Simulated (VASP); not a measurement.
Input of a VASP 6.6.1 run:

Contents of INCAR:

```
  PREC = Accurate
  ENCUT = 520
  EDIFF = 1E-6
  ISMEAR = 1
  SIGMA = 0.1
  LREAL = False
  LASPH = True
  NELM = 80
  ALGO = Normal
  ISIF = 2
  LWAVE = False
  LCHARG = False
  GGA = PS
  NBANDS = 16
  ICORELEVEL = 1
```

The input KPOINTS:

```
Automatic mesh
0
Gamma
  13 9 36
```

Contents of POSCAR:

```
TiN
1.0
    2.9739992000      0.0000000000      0.0000000000
    0.0000000000      4.2058700000      0.0000000000
    1.4869996000      2.1029350000      1.4869996000
Ti N
1 1
Direct
    0.0000000000      0.0000000000      0.0000000000
    0.0000000000      0.5000000000      0.0000000000
```

Potentials or basis: VASP PAW PBE potentials, release 64 (Ti_sv, N).

The run is started by

```console
$ cat potpaw_PBE.64/Ti_sv/POTCAR potpaw_PBE.64/N/POTCAR > POTCAR
$ mpirun -np 1 vasp_std > vasp.out
```

Estimate the band gap on the k mesh.

none (metal or under the smearing width).

What does it give for the pressure?

0.0 GPa.

Core levels (eV, on the scale of the bands):
```csv
atom,levels
1 Ti,"1s -4852.0, 2s -520.7, 2p -428.0"
2 N,1s -366.1
```

Caveat: the PAW data sets were made with another functional, which shifts forces and pressure a little.
